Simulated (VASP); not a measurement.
A run of VASP 6.6.1 is set up as follows.

The input INCAR:

```
ALGO = Fast
DIPOL = 0.5 0.5 0.284
EDIFF = 1E-7
ENCUT = 520
GGA = PE
IDIPOL = 3
ISIF = 2
ISMEAR = 0
LASPH = T
LCHARG = T
LDIPOL = T
LELF = T
LREAL = F
LVACPOTAV = T
LVHAR = T
LWAVE = F
NBANDS = 26
NELM = 100
PREC = Accurate
SIGMA = 0.1
```

Contents of KPOINTS:

```
k-points
0
Gamma
  12 12 1
```

File POSCAR:

```
GaAs
1.0
    4.0266693833     -0.0000003220      0.0000000000
   -2.0133344128      3.4871981396      0.0000000000
    0.0000000000      0.0000000000     33.4981707600
Ga As
2 2
Direct
    0.0000000000      0.0000000000      0.2408180142
    0.0000000000      0.0000000000      0.3263771361
    0.3333333333      0.6666666667      0.2203226502
    0.6666666667      0.3333333333      0.3468725001
```

Potentials or basis: VASP PAW PBE potentials, release 64 (Ga_d, As).

Launch:

```console
$ cat potpaw_PBE.64/Ga_d/POTCAR potpaw_PBE.64/As/POTCAR > POTCAR
$ mpirun -np 1 vasp_std > vasp.out
```

Question: Estimate the work function of the lower face.

Answer: 5.45 eV.

Question: Estimate the largest force.

Answer: 0.017 eV/Å.

Question: Predict the work function of the upper face.

Answer: 5.45 eV.

Question: Estimate the band gap on the k mesh.

Answer: None (metal or under the smearing width).

Forces in eV/Å, atoms in the order of the input:
```
Ga   0.000  0.000  0.015
Ga   0.000  0.000 -0.015
As   0.000  0.000 -0.017
As   0.000  0.000  0.017
```
